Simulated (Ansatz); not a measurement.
## Zr, one cell by several methods

```yaml
crystal:
  lattice:
    - [-1.81000, 1.81000, 1.82810]
    - [1.81000, -1.81000, 1.82810]
    - [1.81000, 1.81000, -1.82810]
  atoms:
    - { symbol: Zr, position: [0.00000, 0.00000, 0.00000] }
```

The cell comes from COD entry 9008559, which wasn't checked; take it as a given geometry. The listed cell was then made from it by scaling, straining or moving an atom.

Methods: DFT, LDA, PAW with Ansatz's default frozen-core files, scalar-relativistic (Ansatz 0.2.0); DFT, LDA, all-electron LAPW, scalar-relativistic (Ansatz 0.2.0).

For PAW: a Γ-centred 16×16×16 k mesh, Fermi–Dirac smearing of 0.03 eV, cutoff 420 eV, no spin polarisation; the PAW files were made with PBE, and the program remakes their frozen cores for this functional. LAPW targets a basis error of 0.5 meV/atom. The Ansatz runs share mesh, smearing and spin set-up. Plane-wave (PAW) pressures include the program's estimate of the Pulay term.

Stress and pressure are positive in compression.

PAW results:

| quantity | PAW |
| --- | --- |
| pressure (GPa) | -10.20 |
| stress xx (GPa) | -10.27 |
| stress zz (GPa) | -10.06 |

**Question.** What does full-potential LAPW give for the same quantities?

**Answer.** 
```tsv
quantity	LAPW
pressure (GPa)	-10.18
stress xx (GPa)	-10.25
stress zz (GPa)	-10.04
```
